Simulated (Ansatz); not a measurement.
Input of an Ansatz 0.2.0 run:

The input input.yaml:

```yaml
crystal:
  lattice:
    - [3.724, 0.0, 0.0]
    - [-1.862, 3.2250786037, 0.0]
    - [0.0, 0.0, 5.062]
  atoms:
    - { symbol: Pt, position: [0.0, 0.0, 0.0] }
    - { symbol: Se, position: [0.6666666667, 0.3333333333, 0.75] }
    - { symbol: Se, position: [0.3333333333, 0.6666666667, 0.25] }
hamiltonian:
  xc: lda
  pseudopotentials: { kind: paw }
  hubbard: { sites: [{ species: Pt, l: d, u_eff: 1.0 }] }
kpoints:
  mp_grid: { grid: [8, 8, 5] }
scf:
  occupations: { method: fermi_dirac, width: 0.05 }
  n_extra_bands: 7
output:
  forces: true
  stress: true
  eigenvalues: true
  dos: { projected: true, de: 0.05, nscf_kmesh: { grid: [12, 12, 8] } }
```

Potentials or basis: Ansatz PAW.

The run is started by

```sh
$ ansatz run input.yaml --threads 2 --pin off --max-ram 5632MiB --backend cpu --events-out ev --progress --plain --runs-dir out
```

(1) What does it give for the density of states at the Fermi level?

(2) Estimate the pressure.

(3) Predict the largest force.

## Answers

(1) 0.26 states/eV per cell.

(2) -0.4 GPa.

(3) 0.222 eV/Å.

Caveat: U without spin polarisation on a metal has little footing; the PAW data sets come from PBE, with cores solved anew for the run's functional, which leaves a small shift of forces and pressure; the density of states is complete only up to the lowest level of the last band computed.
